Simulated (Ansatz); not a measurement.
## Perturbing W

Base: a structure deposited in the COD, whose atoms a relaxation with PBE at fixed cell left in place.

```
W
1.0
     5.08300    0.00000    0.00000
     0.00000    5.08300    0.00000
     0.00000    0.00000    5.08300
W
8
Direct
  0.00000 0.00000 0.00000
  0.50000 0.50000 0.50000
  0.00000 0.50000 0.25000
  0.00000 0.50000 0.75000
  0.25000 0.00000 0.50000
  0.75000 0.00000 0.50000
  0.50000 0.75000 0.00000
  0.50000 0.25000 0.00000
```

Atoms are numbered from 1 in the order listed; like atoms form one site, named after its first atom.

Method: Kohn–Sham DFT in Ansatz, PBE, plane waves and PAW, scalar-relativistic, 420 eV cutoff, Γ-centred 9×9×9 k-points, Fermi–Dirac smearing 0.05 eV.

**Question.** Variant: z compressed by 3 %, ions relaxed. What happens to the gradients (10²¹ V/m²)?

**Answer.** 

```tsv
site	atoms	V_zz base	η base	V_zz variant	η variant
W1	1, 2	0.00	–	-7.07	0.07
W3	3, 4	-6.32	0.00	-1.57	0.00
W5	5, 6, 7, 8	-6.32	0.00	7.08	0.32
```

The largest change of V_zz along a kept axis is on W1, from 0.00 to -7.07. In per cent, |V_zz| changes by -75 on W (all sites that start above 2, bar those whose gradient vanishes or changes sign or whose main axis turns by over 40°). On W5 the largest principal value lies along another axis in the second run, so the two V_zz can't be compared directly. The number of symmetry-distinct sites goes from 2 to 3.

The run finds no gap above 0.1 eV (a metal, or nearly one), so the gradients can move by 10 % or more with the k-mesh. Without spin–orbit coupling the gradients at and beside W can be off by some per cent, at some sites by more.
For the variant: At this changed cell the PBE pressure is 9 GPa.
